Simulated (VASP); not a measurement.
# ZnS: what each functional gives, and what it costs, part 2 of 3

How far up the ladder of functionals must one climb to get the gap of ZnS right? Left out of this account: 1 further run (bands with local mBJ: VASP's path bands are not those of the converged potential at this level). LASPH is on for some levels and off for others; the table marks which. The start is a cell from a database of measured crystal structures.

VASP 6.6.1, plane waves and PAW; the level of theory is named at each step.

So far, least gap on mesh and path (eV): step 2 (bands, level LDA) 1.88; step 3 (bands, level PBE) 2.11; step 4 (bands, level r2SCAN) 2.67; step 5 (bands, level TB-mBJ) 3.70; step 6 (bands, level BLYP) 2.12.

The database entry behind the starting cell differs from later determinations by our own check (about 0.1 % short), so it need not match the best structure at ambient conditions.

## (7) Starting orbitals for the hybrid

This step: PBE; plane waves and PAW (Zn, S) (VASP 6.6.1).

A hybrid converges badly from random orbitals, so a cheap semilocal run writes a WAVECAR on the same mesh first.

File INCAR:

```
SYSTEM = ZnS
PREC = Accurate
ENCUT = 400
EDIFF = 1E-05
NELM = 100
ISMEAR = 0
SIGMA = 0.02
LREAL = .FALSE.
ALGO = Normal
GGA = PE
NBANDS = 15
LORBIT = 11
LWAVE = .TRUE.
LCHARG = .FALSE.
KPAR = 4
```

File POSCAR:

```
ZnS
1.0
    0.0000000000      2.7020000000      2.7020000000
    2.7020000000      0.0000000000      2.7020000000
    2.7020000000      2.7020000000      0.0000000000
Zn S
1 1
Direct
    0.2500000000      0.2500000000      0.2500000000
    0.0000000000      0.0000000000      0.0000000000
```

File KPOINTS:

```
Automatic mesh
0
Gamma
5 5 5
0 0 0
```

The projector-augmented-wave data sets are Zn and S (PBE family, release 64).

On the command line:

```console
> mpirun -np 4 vasp_std
```

The job ended after 3.4 s (4 MPI ranks of AMD EPYC 7R43, shared host; peak memory 0.44 GiB).

The gap is read on the k-mesh alone, so it is an upper bound where the band edges lie off the mesh.

A gap read on the k-mesh alone can miss the band edges.

Numbers from this step:

```
SCF cycles                     : 11
bands                          : 15
free energy (TOTEN)            : -6.833 eV
Fermi energy                   : 2.270 eV
pressure                       : 1.581 GPa
gap on the k-mesh              : 2.109 eV
least direct gap on the k-mesh : 2.109 eV
```

## (8) Bands with HSE06

This step: HSE06; plane waves and PAW (Zn, S) (VASP 6.6.1).

HSE06 mixes in a quarter of exact exchange at short range, at far higher cost; in semiconductors this cures much of the gap error, while metals seldom gain.

File INCAR:

```
SYSTEM = ZnS
PREC = Accurate
ENCUT = 400
EDIFF = 1E-06
NELM = 100
ISMEAR = 0
SIGMA = 0.02
LREAL = .FALSE.
ALGO = Normal
LHFCALC = .TRUE.
AEXX = 0.25
GGA = PE
HFSCREEN = 0.2
LASPH = .TRUE.
NBANDS = 15
PRECFOCK = Fast
LORBIT = 11
LWAVE = .FALSE.
LCHARG = .FALSE.
KPAR = 4
```

POSCAR is that of step 7.

KPOINTS is that of step 7.

File KPOINTS_OPT:

```
Line mode
6
Line-mode
Reciprocal
  0.00000000   0.00000000   0.00000000 GAMMA
  0.50000000   0.00000000   0.50000000 X

  0.50000000   0.00000000   0.50000000 X
  0.50000000   0.25000000   0.75000000 W

  0.50000000   0.25000000   0.75000000 W
  0.37500000   0.37500000   0.75000000 K

  0.37500000   0.37500000   0.75000000 K
  0.00000000   0.00000000   0.00000000 GAMMA

  0.00000000   0.00000000   0.00000000 GAMMA
  0.50000000   0.50000000   0.50000000 L

  0.50000000   0.50000000   0.50000000 L
  0.62500000   0.25000000   0.62500000 U

  0.62500000   0.25000000   0.62500000 U
  0.50000000   0.25000000   0.75000000 W

  0.50000000   0.25000000   0.75000000 W
  0.50000000   0.50000000   0.50000000 L

  0.50000000   0.50000000   0.50000000 L
  0.37500000   0.37500000   0.75000000 K

  0.62500000   0.25000000   0.62500000 U
  0.50000000   0.00000000   0.50000000 X
```

The WAVECAR or CHGCAR of an earlier step is read.

On the command line:

```console
> mpirun -np 4 vasp_std
```

The job ended after 9.6 min (4 MPI ranks; peak memory 0.92 GiB; 38 min of CPU time).

The k-mesh is coarse for exact exchange; levels may shift by about 0.1 eV on a finer one.

The electronic bands at the labelled points (eV, zero at the valence-band top; v1 is the highest filled band, c1 the lowest empty one):

| point | v4 | v3 | v2 | v1 | c1 | c2 | c3 | c4 |
| --- | --- | --- | --- | --- | --- | --- | --- | --- |
| Γ | -7.41 | 0.00 | 0.00 | 0.00 | 3.35 | 7.70 | 7.70 | 7.70 |
| 0.40 of the way | -7.38 | -2.09 | -0.95 | -0.95 | 5.45 | 6.21 | 9.27 | 9.27 |
| X | -7.13 | -4.99 | -2.35 | -2.35 | 4.40 | 5.28 | 12.58 | 13.72 |
| 0.40 of the way | -7.07 | -4.95 | -2.57 | -2.54 | 5.00 | 5.85 | 11.58 | 12.03 |
| W | -6.96 | -4.83 | -2.98 | -2.86 | 6.80 | 7.56 | 9.25 | 9.44 |
| 0.40 of the way | -6.98 | -4.86 | -3.19 | -2.45 | 6.20 | 7.39 | 9.65 | 10.16 |
| K | -7.01 | -4.90 | -3.34 | -1.91 | 5.24 | 7.30 | 10.78 | 11.30 |
| 0.60 of the way | -7.39 | -2.63 | -1.24 | -0.32 | 5.37 | 7.42 | 8.38 | 8.56 |
| Γ | -7.41 | 0.00 | 0.00 | 0.00 | 3.35 | 7.70 | 7.70 | 7.70 |
| 0.40 of the way | -7.41 | -2.28 | -0.35 | -0.35 | 4.64 | 7.84 | 8.24 | 8.24 |
| L | -7.17 | -5.60 | -0.92 | -0.92 | 4.56 | 8.20 | 8.20 | 10.24 |
| 0.40 of the way | -7.12 | -5.39 | -1.89 | -1.19 | 5.49 | 7.50 | 8.91 | 10.25 |
| U | -7.01 | -4.90 | -3.34 | -1.91 | 5.24 | 7.30 | 10.78 | 11.30 |
| 0.40 of the way | -7.00 | -4.88 | -3.27 | -2.19 | 5.72 | 7.34 | 10.12 | 10.63 |
| W | -6.96 | -4.83 | -2.98 | -2.86 | 6.80 | 7.56 | 9.25 | 9.44 |
| 0.60 of the way | -7.11 | -5.32 | -2.09 | -1.32 | 5.79 | 7.28 | 9.10 | 10.26 |
| L | -7.17 | -5.60 | -0.92 | -0.92 | 4.56 | 8.20 | 8.20 | 10.24 |
| 0.40 of the way | -7.12 | -5.39 | -1.89 | -1.19 | 5.49 | 7.50 | 8.91 | 10.25 |
| K | -7.01 | -4.90 | -3.34 | -1.91 | 5.24 | 7.30 | 10.78 | 11.30 |
| jump to U | -7.01 | -4.90 | -3.34 | -1.91 | 5.24 | 7.30 | 10.78 | 11.30 |
| 0.40 of the way | -7.06 | -4.94 | -2.90 | -2.19 | 4.85 | 6.08 | 11.63 | 12.40 |
| X | -7.13 | -4.99 | -2.35 | -2.35 | 4.40 | 5.28 | 12.58 | 13.72 |

Of the projections kept (Zn, S), the largest for each band there; the rest of the weight can lie on other orbitals:

| point | v4 | v3 | v2 | v1 | c1 | c2 | c3 | c4 |
| --- | --- | --- | --- | --- | --- | --- | --- | --- |
| Γ | Zn 1.00 | S 0.78 | S 0.78 | S 0.78 | Zn 0.50 | Zn 0.98 | Zn 0.98 | Zn 0.98 |
| X | Zn 0.96 | Zn 0.59 | S 0.74 | S 0.74 | Zn 0.78 | Zn 0.83 | S 0.77 | Zn 0.59 |
| W | Zn 0.96 | Zn 0.51 | S 0.66 | S 0.73 | S 0.59 | Zn 0.56 | Zn 0.76 | Zn 0.75 |
| K | Zn 0.96 | Zn 0.52 | S 0.68 | S 0.74 | Zn 0.79 | Zn 0.52 | S 0.61 | Zn 0.64 |
| Γ | Zn 1.00 | S 0.78 | S 0.78 | S 0.78 | Zn 0.50 | Zn 0.98 | Zn 0.98 | Zn 0.98 |
| L | Zn 0.98 | S 0.57 | S 0.75 | S 0.75 | Zn 0.71 | Zn 0.92 | Zn 0.92 | S 0.78 |

The gap is 3.35 eV, direct at Γ. Against LDA that is +1.47 eV; this run took 27 times the core time, on fewer points of the path. The direct gap lies -0.50 eV from the measured 3.85 eV.

## (9) Dielectric constant for the exchange share

This step: PBE; plane waves and PAW (Zn, S) (VASP 6.6.1).

The share of exact exchange of the next level is the inverse of the dielectric constant, which this PBE response run supplies.

File INCAR:

```
SYSTEM = ZnS
PREC = Accurate
ENCUT = 400
EDIFF = 1E-08
NELM = 100
ISMEAR = 0
SIGMA = 0.01
LREAL = .FALSE.
ALGO = Normal
GGA = PE
NBANDS = 15
LORBIT = 11
LWAVE = .FALSE.
LCHARG = .FALSE.
KPAR = 4
LEPSILON = .TRUE.
```

POSCAR is that of step 8.

File KPOINTS:

```
Automatic mesh
0
Gamma
8 8 8
0 0 0
```

On the command line:

```console
> mpirun -np 4 vasp_std
```

The job ended after 97 s (4 MPI ranks; peak memory 0.84 GiB).

Energies printed during the response cycles are not total energies of the cell. The dielectric response converges more slowly with the mesh than energies do, so tensor and charges may still move on a finer one.

Numbers from this step:

| Item | Value |
| --- | --- |
| irreducible k-points | 29 |
| Fermi energy | 2.226 eV |
| pressure | 1.553 GPa |
| gap on the k-mesh | 2.112 eV |
| least direct gap on the k-mesh | 2.112 eV |

Electronic dielectric tensor with local fields:

```
5.99 0.00 0.00
0.00 5.99 0.00
0.00 0.00 5.99
```

Born effective charge (e), principal values of the symmetric part by kind of site:

| atom | atoms with these values | low | middle | high | mean |
| --- | --- | --- | --- | --- | --- |
| Zn1 | 1 | 2.01 | 2.01 | 2.01 | 2.01 |
| S2 | 1 | -2.01 | -2.01 | -2.01 | -2.01 |

In full for Zn1:

```
2.01 0.00 0.00
0.00 2.01 0.00
0.00 0.00 2.01
```

Piezoelectric tensor with clamped ions (C/m²), by row:

| field | xx | yy | zz | xy | yz | zx |
| --- | --- | --- | --- | --- | --- | --- |
| x | 0 | 0 | 0 | 0 | 0.6774 | 0 |
| y | 0 | 0 | 0 | 0 | 0 | 0.6774 |
| z | 0 | 0 | 0 | 0.6774 | 0 | 0 |

The Born charges sum to zero; the printed set may have that rule imposed, so this is no test.

## (10) Bands with PBE-EpsX, ε∞ used 5.989

This step: PBE-EpsX, exact-exchange share 1/5.989; plane waves and PAW (Zn, S) (VASP 6.6.1).

Here the share of exact exchange is set to the inverse of the computed dielectric constant, since screening weakens exchange.

File INCAR:

```
SYSTEM = ZnS
PREC = Accurate
ENCUT = 400
EDIFF = 1E-06
NELM = 100
ISMEAR = 0
SIGMA = 0.02
LREAL = .FALSE.
ALGO = Normal
LHFCALC = .TRUE.
AEXX = 0.167
GGA = PE
LASPH = .TRUE.
NBANDS = 15
PRECFOCK = Fast
HFRCUT = -1
LORBIT = 11
LWAVE = .FALSE.
LCHARG = .FALSE.
KPAR = 4
```

POSCAR is that of step 9.

File KPOINTS:

```
Automatic mesh
0
Gamma
5 5 5
0 0 0
```

KPOINTS_OPT is that of step 8.

On the command line:

```console
> mpirun -np 4 vasp_std
```

Elapsed: 8.6 min, on 4 MPI ranks; peak memory 0.54 GiB.

The k-mesh is coarse for unscreened exact exchange, which converges slowly with it. The share of exact exchange rests on that dielectric constant; a constant that is too large makes it too small.

The electronic bands at the labelled points (eV, zero at the valence-band top; v1 is the highest filled band, c1 the lowest empty one):

| point | v4 | v3 | v2 | v1 | c1 | c2 | c3 | c4 |
| --- | --- | --- | --- | --- | --- | --- | --- | --- |
| Γ | -6.91 | 0.00 | 0.00 | 0.00 | 3.37 | 7.74 | 7.74 | 7.74 |
| 0.40 of the way | -6.89 | -2.07 | -0.94 | -0.94 | 5.49 | 6.26 | 9.28 | 9.28 |
| X | -6.66 | -4.90 | -2.32 | -2.32 | 4.52 | 5.34 | 12.52 | 13.63 |
| 0.40 of the way | -6.59 | -4.87 | -2.53 | -2.52 | 5.12 | 5.90 | 11.56 | 12.00 |
| W | -6.48 | -4.79 | -2.92 | -2.85 | 6.91 | 7.53 | 9.27 | 9.52 |
| 0.40 of the way | -6.50 | -4.81 | -3.15 | -2.43 | 6.29 | 7.40 | 9.67 | 10.19 |
| K | -6.53 | -4.85 | -3.30 | -1.90 | 5.33 | 7.34 | 10.80 | 11.29 |
| 0.60 of the way | -6.89 | -2.61 | -1.22 | -0.31 | 5.39 | 7.47 | 8.40 | 8.60 |
| Γ | -6.91 | 0.00 | 0.00 | 0.00 | 3.37 | 7.74 | 7.74 | 7.74 |
| 0.40 of the way | -6.91 | -2.26 | -0.35 | -0.35 | 4.67 | 7.88 | 8.27 | 8.27 |
| L | -6.69 | -5.55 | -0.90 | -0.90 | 4.60 | 8.25 | 8.25 | 10.26 |
| 0.40 of the way | -6.64 | -5.33 | -1.87 | -1.17 | 5.53 | 7.57 | 8.95 | 10.25 |
| U | -6.53 | -4.85 | -3.30 | -1.90 | 5.33 | 7.34 | 10.80 | 11.29 |
| 0.40 of the way | -6.52 | -4.83 | -3.23 | -2.16 | 5.80 | 7.37 | 10.14 | 10.65 |
| W | -6.48 | -4.79 | -2.92 | -2.85 | 6.91 | 7.53 | 9.27 | 9.52 |
| 0.60 of the way | -6.63 | -5.27 | -2.07 | -1.30 | 5.82 | 7.36 | 9.13 | 10.28 |
| L | -6.69 | -5.55 | -0.90 | -0.90 | 4.60 | 8.25 | 8.25 | 10.26 |
| 0.40 of the way | -6.64 | -5.33 | -1.87 | -1.17 | 5.53 | 7.57 | 8.95 | 10.25 |
| K | -6.53 | -4.85 | -3.30 | -1.90 | 5.33 | 7.34 | 10.80 | 11.29 |
| jump to U | -6.53 | -4.85 | -3.30 | -1.90 | 5.33 | 7.34 | 10.80 | 11.29 |
| 0.40 of the way | -6.59 | -4.87 | -2.86 | -2.16 | 4.95 | 6.13 | 11.61 | 12.37 |
| X | -6.66 | -4.90 | -2.32 | -2.32 | 4.52 | 5.34 | 12.52 | 13.63 |

Of the projections kept (Zn, S), the largest for each band there; the rest of the weight can lie on other orbitals:

| point | v4 | v3 | v2 | v1 | c1 | c2 | c3 | c4 |
| --- | --- | --- | --- | --- | --- | --- | --- | --- |
| Γ | Zn 1.00 | S 0.77 | S 0.77 | S 0.77 | Zn 0.50 | Zn 0.98 | Zn 0.98 | Zn 0.98 |
| X | Zn 0.97 | Zn 0.62 | S 0.74 | S 0.74 | Zn 0.78 | Zn 0.82 | S 0.77 | Zn 0.59 |
| W | Zn 0.96 | Zn 0.53 | S 0.64 | S 0.72 | S 0.59 | Zn 0.55 | Zn 0.76 | Zn 0.76 |
| K | Zn 0.96 | Zn 0.54 | S 0.66 | S 0.73 | Zn 0.79 | Zn 0.51 | S 0.61 | Zn 0.64 |
| Γ | Zn 1.00 | S 0.77 | S 0.77 | S 0.77 | Zn 0.50 | Zn 0.98 | Zn 0.98 | Zn 0.98 |
| L | Zn 0.98 | S 0.56 | S 0.75 | S 0.75 | Zn 0.71 | Zn 0.91 | Zn 0.91 | S 0.78 |

The gap is 3.37 eV, direct at Γ. Against LDA that is +1.49 eV; this run took 25 times the core time, on fewer points of the path. The direct gap lies -0.48 eV from the measured 3.85 eV.

## (11) Bands with r2SCANh

This step: r2SCANh; plane waves and PAW (Zn, S) (VASP 6.6.1).

r2SCANh replaces a tenth of the r2SCAN exchange by exact exchange.

Edit INCAR of step 10 so:

```diff
@@ -10,4 +10,4 @@
 LHFCALC = .TRUE.
-AEXX = 0.167
-GGA = PE
+AEXX = 0.1
+METAGGA = R2SCAN
 LASPH = .TRUE.
```

POSCAR is that of step 10.

KPOINTS is that of step 10.

KPOINTS_OPT is that of step 10.

On the command line:

```console
> mpirun -np 4 vasp_std
```

It took 9.7 min on 4 MPI ranks; peak memory 0.57 GiB.

Electronic bands along the path, in eV, zero at the valence-band top; v1 is the highest filled band, c1 the lowest empty one:

| point | v4 | v3 | v2 | v1 | c1 | c2 | c3 | c4 |
| --- | --- | --- | --- | --- | --- | --- | --- | --- |
| Γ | -6.59 | 0.00 | 0.00 | 0.00 | 3.34 | 7.64 | 7.64 | 7.64 |
| 0.40 of the way | -6.57 | -2.02 | -0.94 | -0.94 | 5.42 | 6.13 | 9.20 | 9.20 |
| X | -6.36 | -4.82 | -2.33 | -2.33 | 4.34 | 5.18 | 12.57 | 13.69 |
| 0.40 of the way | -6.29 | -4.80 | -2.53 | -2.52 | 4.94 | 5.74 | 11.54 | 11.99 |
| W | -6.18 | -4.75 | -2.91 | -2.86 | 6.71 | 7.42 | 9.22 | 9.40 |
| 0.40 of the way | -6.20 | -4.77 | -3.14 | -2.43 | 6.12 | 7.26 | 9.60 | 10.11 |
| K | -6.23 | -4.80 | -3.29 | -1.90 | 5.17 | 7.19 | 10.73 | 11.22 |
| 0.60 of the way | -6.58 | -2.55 | -1.22 | -0.31 | 5.33 | 7.36 | 8.30 | 8.49 |
| Γ | -6.59 | 0.00 | 0.00 | 0.00 | 3.34 | 7.64 | 7.64 | 7.64 |
| 0.40 of the way | -6.60 | -2.21 | -0.35 | -0.35 | 4.61 | 7.77 | 8.17 | 8.17 |
| L | -6.38 | -5.53 | -0.91 | -0.91 | 4.51 | 8.12 | 8.12 | 10.15 |
| 0.40 of the way | -6.34 | -5.31 | -1.86 | -1.17 | 5.43 | 7.42 | 8.83 | 10.18 |
| U | -6.23 | -4.80 | -3.29 | -1.90 | 5.17 | 7.19 | 10.73 | 11.22 |
| 0.40 of the way | -6.22 | -4.79 | -3.22 | -2.17 | 5.64 | 7.22 | 10.06 | 10.58 |
| W | -6.18 | -4.75 | -2.91 | -2.86 | 6.71 | 7.42 | 9.22 | 9.40 |
| 0.60 of the way | -6.33 | -5.24 | -2.06 | -1.31 | 5.72 | 7.20 | 9.01 | 10.20 |
| L | -6.38 | -5.53 | -0.91 | -0.91 | 4.51 | 8.12 | 8.12 | 10.15 |
| 0.40 of the way | -6.34 | -5.31 | -1.86 | -1.17 | 5.43 | 7.42 | 8.83 | 10.18 |
| K | -6.23 | -4.80 | -3.29 | -1.90 | 5.17 | 7.19 | 10.73 | 11.22 |
| jump to U | -6.23 | -4.80 | -3.29 | -1.90 | 5.17 | 7.19 | 10.73 | 11.22 |
| 0.40 of the way | -6.29 | -4.81 | -2.86 | -2.17 | 4.78 | 5.98 | 11.58 | 12.34 |
| X | -6.36 | -4.82 | -2.33 | -2.33 | 4.34 | 5.18 | 12.57 | 13.69 |

Of the projections kept (Zn, S), the largest for each band there; the rest of the weight can lie on other orbitals:

| point | v4 | v3 | v2 | v1 | c1 | c2 | c3 | c4 |
| --- | --- | --- | --- | --- | --- | --- | --- | --- |
| Γ | Zn 1.00 | S 0.76 | S 0.76 | S 0.76 | Zn 0.51 | Zn 0.98 | Zn 0.98 | Zn 0.98 |
| X | Zn 0.97 | Zn 0.64 | S 0.73 | S 0.73 | Zn 0.79 | Zn 0.83 | S 0.77 | Zn 0.60 |
| W | Zn 0.97 | Zn 0.53 | S 0.62 | S 0.72 | S 0.58 | Zn 0.56 | Zn 0.76 | Zn 0.77 |
| K | Zn 0.97 | Zn 0.54 | S 0.64 | S 0.72 | Zn 0.80 | Zn 0.52 | S 0.60 | Zn 0.65 |
| Γ | Zn 1.00 | S 0.76 | S 0.76 | S 0.76 | Zn 0.51 | Zn 0.98 | Zn 0.98 | Zn 0.98 |
| L | Zn 0.98 | S 0.57 | S 0.73 | S 0.73 | Zn 0.71 | Zn 0.92 | Zn 0.92 | S 0.77 |

The gap is 3.34 eV, direct at Γ. Against LDA that is +1.46 eV; this run took 28 times the core time, on fewer points of the path. The direct gap lies -0.51 eV from the measured 3.85 eV.

## (12) Bands with r2SCAN0

This step: r2SCAN0; plane waves and PAW (Zn, S) (VASP 6.6.1).

r2SCAN0 replaces a quarter of the r2SCAN exchange by unscreened exact exchange. A prediction first. If the gap is linear in the share of exact exchange, r2SCAN (2.67 eV at 0) and r2SCANh (3.34 eV at 0.100) give a slope of 6.71 eV per unit share, so a share of 0.250 should give 4.35 eV.

Edit INCAR of step 11 so:

```diff
@@ -10,3 +10,3 @@
 LHFCALC = .TRUE.
-AEXX = 0.1
+AEXX = 0.25
 METAGGA = R2SCAN
```

POSCAR is that of step 11.

KPOINTS is that of step 11.

KPOINTS_OPT is that of step 11.

On the command line:

```console
> mpirun -np 4 vasp_std
```

Run time: 10 min. Hardware: 4 MPI ranks; peak memory 0.53 GiB.

The electronic bands at the labelled points (eV, zero at the valence-band top; v1 is the highest filled band, c1 the lowest empty one):

| point | v4 | v3 | v2 | v1 | c1 | c2 | c3 | c4 |
| --- | --- | --- | --- | --- | --- | --- | --- | --- |
| Γ | -7.58 | 0.00 | 0.00 | 0.00 | 4.36 | 8.75 | 8.75 | 8.75 |
| 0.40 of the way | -7.55 | -2.10 | -0.96 | -0.96 | 6.47 | 7.20 | 10.36 | 10.36 |
| X | -7.30 | -5.08 | -2.40 | -2.40 | 5.27 | 6.23 | 13.79 | 14.99 |
| 0.40 of the way | -7.24 | -5.03 | -2.62 | -2.59 | 5.89 | 6.82 | 12.74 | 13.20 |
| W | -7.13 | -4.90 | -3.06 | -2.93 | 7.71 | 8.65 | 10.35 | 10.45 |
| 0.40 of the way | -7.15 | -4.93 | -3.27 | -2.51 | 7.13 | 8.42 | 10.73 | 11.22 |
| K | -7.18 | -4.98 | -3.43 | -1.96 | 6.16 | 8.32 | 11.87 | 12.43 |
| 0.60 of the way | -7.56 | -2.67 | -1.25 | -0.31 | 6.41 | 8.43 | 9.44 | 9.59 |
| Γ | -7.58 | 0.00 | 0.00 | 0.00 | 4.36 | 8.75 | 8.75 | 8.75 |
| 0.40 of the way | -7.58 | -2.31 | -0.36 | -0.36 | 5.67 | 8.87 | 9.30 | 9.30 |
| L | -7.34 | -5.72 | -0.93 | -0.93 | 5.57 | 9.21 | 9.21 | 11.25 |
| 0.40 of the way | -7.30 | -5.49 | -1.92 | -1.21 | 6.51 | 8.47 | 9.95 | 11.33 |
| U | -7.18 | -4.98 | -3.43 | -1.96 | 6.16 | 8.32 | 11.87 | 12.43 |
| 0.40 of the way | -7.17 | -4.95 | -3.36 | -2.24 | 6.64 | 8.36 | 11.21 | 11.72 |
| W | -7.13 | -4.90 | -3.06 | -2.93 | 7.71 | 8.65 | 10.35 | 10.45 |
| 0.60 of the way | -7.28 | -5.42 | -2.13 | -1.34 | 6.82 | 8.23 | 10.16 | 11.34 |
| L | -7.34 | -5.72 | -0.93 | -0.93 | 5.57 | 9.21 | 9.21 | 11.25 |
| 0.40 of the way | -7.30 | -5.49 | -1.92 | -1.21 | 6.51 | 8.47 | 9.95 | 11.33 |
| K | -7.18 | -4.98 | -3.43 | -1.96 | 6.16 | 8.32 | 11.87 | 12.43 |
| jump to U | -7.18 | -4.98 | -3.43 | -1.96 | 6.16 | 8.32 | 11.87 | 12.43 |
| 0.40 of the way | -7.24 | -5.03 | -2.96 | -2.24 | 5.74 | 7.05 | 12.78 | 13.58 |
| X | -7.30 | -5.08 | -2.40 | -2.40 | 5.27 | 6.23 | 13.79 | 14.99 |

Of the projections kept (Zn, S), the largest for each band there; the rest of the weight can lie on other orbitals:

| point | v4 | v3 | v2 | v1 | c1 | c2 | c3 | c4 |
| --- | --- | --- | --- | --- | --- | --- | --- | --- |
| Γ | Zn 1.00 | S 0.78 | S 0.78 | S 0.78 | Zn 0.50 | Zn 0.98 | Zn 0.98 | Zn 0.98 |
| X | Zn 0.96 | Zn 0.58 | S 0.74 | S 0.74 | Zn 0.78 | Zn 0.85 | S 0.76 | Zn 0.59 |
| W | Zn 0.96 | Zn 0.50 | S 0.66 | S 0.73 | S 0.58 | Zn 0.57 | Zn 0.76 | Zn 0.75 |
| K | Zn 0.96 | Zn 0.51 | S 0.68 | S 0.74 | Zn 0.80 | Zn 0.54 | S 0.60 | Zn 0.64 |
| Γ | Zn 1.00 | S 0.78 | S 0.78 | S 0.78 | Zn 0.50 | Zn 0.98 | Zn 0.98 | Zn 0.98 |
| L | Zn 0.98 | S 0.58 | S 0.75 | S 0.75 | Zn 0.71 | Zn 0.92 | Zn 0.92 | S 0.78 |

The gap is 4.36 eV, direct at Γ. Against LDA that is +2.48 eV; this run took 30 times the core time, on fewer points of the path. The direct gap lies +0.51 eV from the measured 3.85 eV. The straight line predicted 4.35 eV, which is -0.01 eV off.

(Part 2 of 3 ends here.)

[Lines on the potential files, build, host, timing and source positions are cut from VASP's logs without a mark.]

[Logs are printed without paths, hosts, clocks, repeated set-up lines and the standing remarks that a program may print on its own settings, such as how far it seeks lower states.]

[Hosts, paths, dates, database ids (printed as entryN), source tags and the programs' standing remarks are cut or masked in the printed files.]

[A measured line is paired with the nearest computed mode of its activity, which favours agreement.]
